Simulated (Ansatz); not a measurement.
# ScGa2N3: the cost of one run

Method: DFT PBE, scalar-relativistic, plane waves, PAW, in Ansatz 0.2.0.

## (1) The structure to begin with

Symmetry: I4/mmm, No. 139, tetragonal system. The conventional cell has a = 3.441 Å, b = 3.441 Å, c = 14.598 Å, α = 90.00°, β = 90.00°, γ = 90.00°. Sc (site symmetry 4/mmm) is surrounded by 6 N at 2.43 Å. Around Ga (site symmetry 4mm) lie 6 N at 2.43 Å. N (site symmetry 4/mmm) has 4 Sc at 2.43 Å and 2 Ga at 2.43 Å as nearest neighbours. N (site symmetry 4mm) is surrounded by 5 Ga at 2.43 Å and 1 Sc at 2.43 Å.

As a file:

```cif
data_structure
_symmetry_space_group_name_H-M 'P 1'
_symmetry_Int_Tables_number 1
_cell_length_a 7.6936
_cell_length_b 7.6936
_cell_length_c 7.6936
_cell_angle_alpha 154.158
_cell_angle_beta 154.158
_cell_angle_gamma 36.870
_cell_volume 86.41
loop_
_atom_site_label
_atom_site_type_symbol
_atom_site_fract_x
_atom_site_fract_y
_atom_site_fract_z
_atom_site_occupancy
Sc1 Sc 0.50000 0.50000 0.00000 1
Ga1 Ga 0.16667 0.16667 0.00000 1
Ga2 Ga 0.83333 0.83333 0.00000 1
N1 N 0.00000 0.00000 0.00000 1
N2 N 0.66667 0.66667 0.00000 1
N3 N 0.33333 0.33333 0.00000 1
```

The start is an ordering of an alloy on its end members' structure types: elements ordered on the sites of the GaN type, Ga/Sc on Ga (I4/mmm, No. 139).

## (2) A first look at the guess

The input, input.yaml:

```yaml
crystal:
  lattice:
    - [-1.72034927, 1.72034927, 7.2988238]
    - [1.72034927, -1.72034927, 7.2988238]
    - [1.72034927, 1.72034927, -7.2988238]
  atoms:
    - { symbol: Sc, position: [0.5, 0.5, 0.0] }
    - { symbol: Ga, position: [0.16666667, 0.16666667, 0.0] }
    - { symbol: Ga, position: [0.83333333, 0.83333333, 0.0] }
    - { symbol: "N", position: [0.0, 0.0, 0.0] }
    - { symbol: "N", position: [0.66666667, 0.66666667, 0.0] }
    - { symbol: "N", position: [0.33333333, 0.33333333, 0.0] }
basis:
  ecutwfc: 420
kpoints:
  mp_grid: { grid: [8, 8, 8] }
hamiltonian:
  xc: pbe
scf:
  occupations: { method: gaussian, width: 0.1 }
  lower_state_search: "off"
output:
  forces: true
  stress: true
  eigenvalues: true
```

Started as:

```console
$ ansatz run input.yaml --threads 1 --pin off --max-ram 2560MiB --backend cpu --events-out ev --progress --plain --runs-dir out
```

Q: Estimate wall time and peak memory on 1 thread of Arm Neoverse V2, shared host.

About 8 s, with a peak of 0.41 GiB.
